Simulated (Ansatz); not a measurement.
Write the native input for Ansatz 0.2.0 that does the following.

```
Task                                : band structure
Functional                          : RPBE
Potentials or basis                 : Ansatz PAW
Cutoff                              : 420 eV (not typed: the program's choice for these potentials)
k mesh                              : 9 × 9 × 9
Occupations                         : fermi-dirac, width 0.05 eV
Spin                                : no spin polarisation
Path                                : [["G", "X", "W", "K", "G", "L", "U", "W", "L", "K"], ["U", "X"]]
Points for each segment of the path : 14
```

SrO:

```
CELL_PARAMETERS angstrom
0.00000 2.56630 2.56630
2.56630 0.00000 2.56630
2.56630 2.56630 0.00000
ATOMIC_POSITIONS crystal
Sr 0.50000 0.50000 0.50000
O 0.00000 0.00000 0.00000
```

These files were run (other wordings do the same):

input.yaml

```yaml
crystal:
  lattice:
    - [0.0, 2.5663, 2.5663]
    - [2.5663, 0.0, 2.5663]
    - [2.5663, 2.5663, 0.0]
  atoms:
    - { symbol: Sr, position: [0.5, 0.5, 0.5] }
    - { symbol: O, position: [0.0, 0.0, 0.0] }
hamiltonian:
  xc: rpbe
  pseudopotentials: { kind: paw }
kpoints:
  mp_grid: { grid: [9, 9, 9] }
  band_path:
    path:
      - [[0.0, 0.0, 0.0], [0.5, 0.0, 0.5], [0.5, 0.25, 0.75], [0.375, 0.375, 0.75], [0.0, 0.0, 0.0], [0.5, 0.5, 0.5], [0.625, 0.25, 0.625], [0.5, 0.25, 0.75], [0.5, 0.5, 0.5], [0.375, 0.375, 0.75]]
      - [[0.625, 0.25, 0.625], [0.5, 0.0, 0.5]]
    npoints: 14
scf:
  occupations: { method: fermi_dirac, width: 0.05 }
  n_extra_bands: 6
output:
  forces: true
  stress: true
  eigenvalues: true
  fatbands: false
```

Potentials or basis: Ansatz PAW.

Run with:

```sh
$ ansatz run input.yaml --threads 2 --pin off --max-ram 5632MiB --backend cpu --events-out ev --progress --plain --runs-dir out
```

It gave:

```yaml
Pressure: 6.4 GPa
Band_gap_on_the_k_mesh: 3.49 eV, indirect (least direct gap 3.57 eV)
Band_gap_along_the_path: 3.43 eV, indirect (least direct gap 3.50 eV)
```

Caveat: the k mesh misses the band edges, so the gap on the mesh is wider than the one along the path; the pressure holds a Pulay correction of +0.3 GPa for the finite cutoff; the PAW data sets come from PBE, with cores solved anew for the run's functional, which leaves a small shift of forces and pressure.

Wall time 1.3 s on 2 threads of Arm Neoverse V2 (shared host), peak memory 0.27 GiB.
